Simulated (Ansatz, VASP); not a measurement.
# GaP in VASP and in Ansatz

The input INCAR:

```
ALGO = Normal
EDIFF = 1E-6
ENCUT = 520
GGA = PE
ISIF = 2
ISMEAR = 0
LASPH = T
LCHARG = F
LREAL = F
LWAVE = F
NBANDS = 16
NELM = 80
PREC = Accurate
SIGMA = 0.05
```

KPOINTS

```
k-points
0
Gamma
  10 10 10
```

Contents of POSCAR:

```
GaP
1.0
    0.0000000000      2.7252500000      2.7252500000
    2.7252500000      0.0000000000      2.7252500000
    2.7252500000      2.7252500000      0.0000000000
Ga P
1 1
Direct
    0.0000000000      0.0000000000      0.0000000000
    0.7500000000      0.7500000000      0.7500000000
```

Input for Ansatz:

```yaml
crystal:
  lattice:
    - [0.0, 2.72525, 2.72525]
    - [2.72525, 0.0, 2.72525]
    - [2.72525, 2.72525, 0.0]
  atoms:
    - { symbol: Ga, position: [0.0, 0.0, 0.0] }
    - { symbol: P, position: [0.75, 0.75, 0.75] }
basis:
  ecutwfc: 420
kpoints:
  mp_grid: { grid: [10, 10, 10] }
hamiltonian:
  xc: pbe
scf:
  occupations: { method: gaussian, width: 0.05 }
output:
  forces: true
  stress: true
  eigenvalues: true
  write_density: true
  write_potential: true
  elf: true
  volumetric_format: npy
```

Alike in both runs: task single point; functional PBE; k mesh 10 × 10 × 10; occupations gaussian, width 0.05 eV; no spin polarisation.

|  | VASP | Ansatz |
| --- | --- | --- |
| version | VASP 6.6.1 | Ansatz 0.2.0 |
| potentials or method | VASP PAW PBE potentials, release 64 (Ga_d, P) | scalar-relativistic, plane waves, PAW |
| plane-wave cutoff (eV) | 520 | 420 |
| valence electrons in the cell | 18 | 18 |

```tsv
	VASP	Ansatz	Ansatz less VASP
gap on the k mesh at the Fermi level (eV)	1.60	1.61	0.000
least direct gap on the mesh (eV)	1.83	1.83	+0.002
pressure (GPa)	2.4	2.5	+0.08
```

A k mesh can miss the band edges. PBE gaps usually lie below the measured ones, often by a third to a half.
